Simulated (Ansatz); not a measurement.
# TiO2: the cost of one run

Method: DFT PBE, scalar-relativistic, plane waves, PAW, in Ansatz 0.2.0.

### 1 The starting structure

The structure is orthorhombic, space group Imma (No. 74). The conventional cell has a = 5.946 Å, b = 6.575 Å, c = 6.575 Å, α = 90.00°, β = 90.00°, γ = 90.00°. Around Ti (site symmetry mm2) lie 6 O at 1.94 to 2.00 Å. Around Ti (site symmetry 2/m) lie 6 O at 1.96 to 2.00 Å. O (site symmetry m) is surrounded by 3 Ti at 1.94 to 2.00 Å. O (site symmetry m) is surrounded by 3 Ti at 1.96 to 2.00 Å.

As a file:

```
Ti O
1.0
     0.00000    0.00000    6.57480
     5.94632   -6.57474    0.00000
     5.94632    6.57474    0.00000
Ti O
16 32
Direct
  0.75476 0.62500 0.37500
  0.25475 0.62500 0.87500
  0.25476 0.12500 0.37500
  0.75476 0.12500 0.87500
  0.24524 0.87500 0.12500
  0.74524 0.87500 0.62500
  0.74525 0.37500 0.12500
  0.24524 0.37500 0.62500
  0.75000 0.00000 0.25000
  0.25000 0.00000 0.75000
  0.25000 0.50000 0.25000
  0.75000 0.50000 0.75000
  0.25000 0.25000 0.00000
  0.75000 0.25000 0.50000
  0.75000 0.75000 0.00000
  0.25000 0.75000 0.50000
  0.05492 0.99993 0.24993
  0.55492 0.99993 0.74993
  0.55492 0.49993 0.24993
  0.05492 0.49993 0.74993
  0.75038 0.02745 0.47255
  0.25038 0.02745 0.97255
  0.25038 0.52745 0.47255
  0.75038 0.52745 0.97255
  0.05492 0.75007 0.00007
  0.55492 0.75007 0.50007
  0.55492 0.25007 0.00007
  0.05492 0.25007 0.50007
  0.75038 0.22255 0.27745
  0.25038 0.22255 0.77745
  0.25038 0.72255 0.27745
  0.75038 0.72255 0.77745
  0.24962 0.27745 0.22255
  0.74962 0.27745 0.72255
  0.74962 0.77745 0.22255
  0.24962 0.77745 0.72255
  0.24962 0.47255 0.02745
  0.74962 0.47255 0.52745
  0.74962 0.97255 0.02745
  0.24962 0.97255 0.52745
  0.94508 0.74993 0.49993
  0.44508 0.74993 0.99993
  0.44508 0.24993 0.49993
  0.94508 0.24993 0.99993
  0.94508 0.50007 0.25007
  0.44508 0.50007 0.75007
  0.44508 0.00007 0.25007
  0.94508 0.00007 0.75007
```

The runs take a perfect supercell of 48 atoms; the defect goes to fractional position (0.055, 1.000, 0.250).

### 2 The perfect supercell

File input.yaml:

```yaml
crystal:
  lattice:
    - [0.0, 0.0, 6.574804]
    - [5.94632, -6.574738, 0.0]
    - [5.94632, 6.574738, 0.0]
  atoms:
    - { symbol: Ti, position: [0.754755, 0.625, 0.375] }
    - { symbol: Ti, position: [0.254755, 0.625, 0.875] }
    - { symbol: Ti, position: [0.254755, 0.125, 0.375] }
    - { symbol: Ti, position: [0.754755, 0.125, 0.875] }
    - { symbol: Ti, position: [0.245245, 0.875, 0.125] }
    - { symbol: Ti, position: [0.745245, 0.875, 0.625] }
    - { symbol: Ti, position: [0.745245, 0.375, 0.125] }
    - { symbol: Ti, position: [0.245245, 0.375, 0.625] }
    - { symbol: Ti, position: [0.75, 0.0, 0.25] }
    - { symbol: Ti, position: [0.25, 0.0, 0.75] }
    - { symbol: Ti, position: [0.25, 0.5, 0.25] }
    - { symbol: Ti, position: [0.75, 0.5, 0.75] }
    - { symbol: Ti, position: [0.25, 0.25, 0.0] }
    - { symbol: Ti, position: [0.75, 0.25, 0.5] }
    - { symbol: Ti, position: [0.75, 0.75, 0.0] }
    - { symbol: Ti, position: [0.25, 0.75, 0.5] }
    - { symbol: O, position: [0.054918, 0.999926, 0.249926] }
    - { symbol: O, position: [0.554918, 0.999926, 0.749926] }
    - { symbol: O, position: [0.554918, 0.499926, 0.249926] }
    - { symbol: O, position: [0.054918, 0.499926, 0.749926] }
    - { symbol: O, position: [0.750384, 0.02745, 0.47255] }
    - { symbol: O, position: [0.250384, 0.02745, 0.97255] }
    - { symbol: O, position: [0.250384, 0.52745, 0.47255] }
    - { symbol: O, position: [0.750384, 0.52745, 0.97255] }
    - { symbol: O, position: [0.054919, 0.750074, 7.4e-05] }
    - { symbol: O, position: [0.554919, 0.750074, 0.500074] }
    - { symbol: O, position: [0.55492, 0.250074, 7.4e-05] }
    - { symbol: O, position: [0.05492, 0.250074, 0.500074] }
    - { symbol: O, position: [0.750383, 0.22255, 0.27745] }
    - { symbol: O, position: [0.250383, 0.22255, 0.77745] }
    - { symbol: O, position: [0.250382, 0.72255, 0.27745] }
    - { symbol: O, position: [0.750382, 0.72255, 0.77745] }
    - { symbol: O, position: [0.249617, 0.27745, 0.22255] }
    - { symbol: O, position: [0.749617, 0.27745, 0.72255] }
    - { symbol: O, position: [0.749618, 0.77745, 0.22255] }
    - { symbol: O, position: [0.249618, 0.77745, 0.72255] }
    - { symbol: O, position: [0.249616, 0.47255, 0.02745] }
    - { symbol: O, position: [0.749616, 0.47255, 0.52745] }
    - { symbol: O, position: [0.749616, 0.97255, 0.02745] }
    - { symbol: O, position: [0.249616, 0.97255, 0.52745] }
    - { symbol: O, position: [0.94508, 0.749926, 0.499926] }
    - { symbol: O, position: [0.44508, 0.749926, 0.999926] }
    - { symbol: O, position: [0.445081, 0.249926, 0.499926] }
    - { symbol: O, position: [0.945081, 0.249926, 0.999926] }
    - { symbol: O, position: [0.945081, 0.500074, 0.250074] }
    - { symbol: O, position: [0.445081, 0.500074, 0.750074] }
    - { symbol: O, position: [0.445082, 7.5e-05, 0.250074] }
    - { symbol: O, position: [0.945082, 7.5e-05, 0.750074] }
basis:
  ecutwfc: 420
  fft_grid_basis: typed
kpoints:
  mp_grid: { grid: [2, 2, 2] }
hamiltonian:
  xc: pbe
  pseudopotentials: { kind: paw }
scf:
  occupations: { method: gaussian, width: 0.05 }
output:
  forces: true
  stress: false
  eigenvalues: true
  bader: false
  write_density: true
  volumetric_format: npy
```

Launch:

```sh
$ ansatz run input.yaml --threads 4 --pin off --max-ram 10240MiB --backend cpu --events-out ev --progress --plain --runs-dir out
```

What time and memory should one allow on 4 threads of Arm Neoverse N1, shared host?

About 25 s, with a peak of 2.7 GiB.
